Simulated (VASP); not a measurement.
Wanted: the native input for a VASP 6.6.1 run.

```
Task                   : band structure
Functional             : revPBE
Potentials or basis    : VASP PAW PBE potentials, release 64 (Cr_pv)
Cutoff                 : 520 eV
k mesh                 : 12 × 12 × 12
Occupations            : fermi-dirac, width 0.02 eV
Spin                   : collinear spin, ferromagnetic start
Starting moments       : [3.0] μB
Hubbard terms          : Cr d U = 6 eV
Further INCAR settings : ALGO = Normal; EDIFF = 1e-07; NBANDS = 16
```

Crystal: Cr.

```
CELL_PARAMETERS angstrom
-1.47248 1.49563 1.47208
1.45640 -1.50782 1.46820
1.48998 1.52532 -1.48428
ATOMIC_POSITIONS crystal
Cr 0.00853 0.01247 0.00802
```

The cell isn't the ideal one: cell strained at random at fixed volume.

These files were run (other wordings do the same):

POSCAR

```
Cr
1.0
   -1.4724810000      1.4956300000      1.4720840000
    1.4564050000     -1.5078210000      1.4681990000
    1.4899780000      1.5253180000     -1.4842750000
Cr
1
Direct
    0.0085280000      0.0124670000      0.0080220000
```

INCAR.step1

```
PREC     = Accurate       # precision mode
ENCUT    = 520            # plane-wave cutoff, eV
EDIFF    = 1E-7           # SCF threshold, eV
ISMEAR   = -1             # smearing method
SIGMA    = 0.02           # smearing width, eV
LREAL    = F              # projectors in reciprocal space
LASPH    = T              # aspherical terms in the spheres
NELM     = 100            # most SCF steps
ALGO     = Normal         # electronic algorithm
ISIF     = 2              # what is computed and relaxed
LWAVE    = F              # write WAVECAR
LCHARG   = T              # write CHGCAR
ISPIN    = 2              # spin polarisation
MAGMOM   = 3              # initial moments
LORBIT   = 11             # projections on sites
LMAXMIX  = 4              # l up to which the mixer works
LDAU     = T              # DFT+U
LDAUTYPE = 2            
LDAUL    = 2              # shell
LDAUU    = 6              # U, eV
LDAUJ    = 0            
LDAUPRINT= 1            
GGA      = RE             # functional
NBANDS   = 16             # bands
```

KPOINTS.step1

```
regular mesh
0
Gamma
  12 12 12
```

INCAR.step2

```
PREC     = Accurate       # precision mode
ENCUT    = 520            # plane-wave cutoff, eV
EDIFF    = 1E-7           # SCF threshold, eV
ISMEAR   = 0              # smearing method
SIGMA    = 0.05           # smearing width, eV
LREAL    = F              # projectors in reciprocal space
LASPH    = T              # aspherical terms in the spheres
NELM     = 100            # most SCF steps
ALGO     = Normal         # electronic algorithm
ISIF     = 2              # what is computed and relaxed
LWAVE    = F              # write WAVECAR
LCHARG   = F              # write CHGCAR
ISPIN    = 2              # spin polarisation
MAGMOM   = 3              # initial moments
LORBIT   = 11             # projections on sites
LMAXMIX  = 4              # l up to which the mixer works
LDAU     = T              # DFT+U
LDAUTYPE = 2            
LDAUL    = 2              # shell
LDAUU    = 6              # U, eV
LDAUJ    = 0            
LDAUPRINT= 1            
GGA      = RE             # functional
NBANDS   = 16             # bands
ICHARG   = 11             # starting density
```

KPOINTS.step2

```
path XGY,LGZ,NGM,RG
10
line-mode
reciprocal
 0.0000000000 -0.5000000000  0.5000000000  X
 0.0000000000  0.0000000000  0.0000000000  G

 0.0000000000  0.0000000000  0.0000000000  G
 0.0000000000  0.0000000000 -0.5000000000  Y

 0.0000000000 -0.5000000000  0.0000000000  L
 0.0000000000  0.0000000000  0.0000000000  G

 0.0000000000  0.0000000000  0.0000000000  G
 0.5000000000  0.0000000000  0.0000000000  Z

 0.5000000000 -0.5000000000  0.5000000000  N
 0.0000000000  0.0000000000  0.0000000000  G

 0.0000000000  0.0000000000  0.0000000000  G
 0.5000000000  0.0000000000 -0.5000000000  M

 0.5000000000 -0.5000000000  0.0000000000  R
 0.0000000000  0.0000000000  0.0000000000  G
```

Potentials or basis: VASP PAW PBE potentials, release 64 (Cr_pv).

Command:

```sh
$ cat potpaw_PBE.64/Cr_pv/POTCAR > POTCAR
$ cp INCAR.step1 INCAR
$ cp KPOINTS.step1 KPOINTS
$ mpirun -np 1 vasp_std > vasp.out
$ cp INCAR.step2 INCAR
$ cp KPOINTS.step2 KPOINTS
$ mpirun -np 1 vasp_std > vasp.out
```

Results of the run:

```
Band gap along the path : none (metal or under the smearing width)
Net moment              : 4.59 μB per cell
```

Caveat: the log is that of the step along the path at fixed density, whose energy, stress, charges and moments have no meaning; the cell as given lies far from equilibrium; the U is typed as a test and isn't derived for this compound.

Wall time 3.9 min on 1 thread of Intel(R) Xeon(R) 6975P-C (Granite Rapids), on a shared host, peak memory 0.36 GiB.
